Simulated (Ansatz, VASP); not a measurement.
## PbS: VASP beside Ansatz

```
CELL_PARAMETERS angstrom
0.00000 2.96500 2.96500
2.96500 0.00000 2.96500
2.96500 2.96500 0.00000
ATOMIC_POSITIONS crystal
Pb 0.00000 0.00000 0.00000
S 0.57378 0.57378 0.42622
```

Change from the starting cell: all S atoms moved +0.438 Å, as atom 2 along Cartesian [0 0 1].

Alike in both runs: task single point; functional LDA; k mesh 10 × 10 × 10; occupations gaussian, width 0.03 eV; no spin polarisation.

|  | VASP | Ansatz |
| --- | --- | --- |
| version | VASP 6.6.1 | Ansatz 0.2.0 |
| potentials or method | VASP PAW LDA potentials, release 64 (Pb_d, S) | scalar-relativistic, plane waves, PAW |
| plane-wave cutoff (eV) | 520 | 420 |
| valence electrons in the cell | 20 | 20 |

|  | VASP | Ansatz | Ansatz less VASP |
| --- | --- | --- | --- |
| gap on the k mesh at the Fermi level (eV) | 1.31 | 1.31 | +0.009 |
| least direct gap on the mesh (eV) | 1.34 | 1.35 | +0.008 |
| pressure (GPa) | 0.9 | 0.8 | -0.06 |
| largest component of the traceless stress (GPa) | 5.80 | 5.79 | -0.014 |
| rms of the force components (eV/Å) | 0.639 | 0.633 | -0.0063 |

Atom by atom the forces differ by 0.006 eV/Å (rms over components).

Caveats: spin-orbit coupling is left out, which as a rule narrows the gap of such compounds by several tenths of an eV; forces of over 1 eV/Å show positions far from the minimum, so gaps and moduli don't describe the material at rest. A k mesh can miss the band edges.
